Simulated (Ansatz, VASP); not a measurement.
One calculation of TiO2, two programs

```
Ti O
1.0
     0.00000    4.19722    4.19722
     4.19722    0.00000    4.19722
     4.19722    4.19722    0.00000
Ti O
2 4
Direct
  0.75000 0.75000 0.75000
  0.50000 0.50000 0.50000
  0.62500 0.62500 0.62500
  0.62500 0.62500 0.12500
  0.62500 0.12500 0.62500
  0.12500 0.62500 0.62500
```

Alike in both runs: functional PBE; k mesh 6 × 6 × 6; occupations gaussian, width 0.02 eV; no spin polarisation.

Ansatz relaxed the structure, and its values are those at the end. VASP's run is a single point on that final structure, the one shown.

```csv
,VASP,Ansatz
version,VASP 6.6.1,Ansatz 0.2.0
potentials or method,"VASP PAW PBE potentials, release 64 (Ti_sv, O)","scalar-relativistic, plane waves, PAW"
plane-wave cutoff (eV),520,420
valence electrons in the cell,48,48
```

VASP gave:

- gap on the k mesh at the Fermi level (eV): 3.24
- least direct gap on the mesh (eV): 3.25
- pressure (GPa): 0.3

Estimate Ansatz's values.

gap on the k mesh at the Fermi level (eV): 3.27; least direct gap on the mesh (eV): 3.27; pressure (GPa): 0.0.

With one functional, cell and mesh, what is left measures potentials, basis and numerics.

A k mesh can miss the band edges.
